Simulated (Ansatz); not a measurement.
Values for one crystal, relaxed and computed with DFT-LDA in the program Ansatz with PAW potentials; other levels are named.

- Volume per atom: 12.39 Å³
- Band gap: 2.99 eV (indirect)
- Hole effective mass: 2.2, 2.2, 6.5 mₑ (principal values)
- Pressure derivative B′: 4.8
- Debye temperature from the elastic constants: 334 K
- Static dielectric constant ε0 (ions relaxed, cell fixed): 7.96
- Conduction-band minimum: at Γ

### Question
Which of these materials gives this?
A. NaF, rock salt
B. CsCl, CsCl type
C. CdF2, fluorite
D. ScF3, ReO3 type

### Answer
C, CdF2, fluorite

Space group Fm-3m (fluorite). The LDA relaxation kept the symmetry of its start. Spin–orbit coupling is left out wherever it is not named.

Potentials: the earlier of the program's two PAW sets. The files were generated under PBE; for other functionals the program regenerates the frozen cores, and for LDA and PBEsol the local potential too.
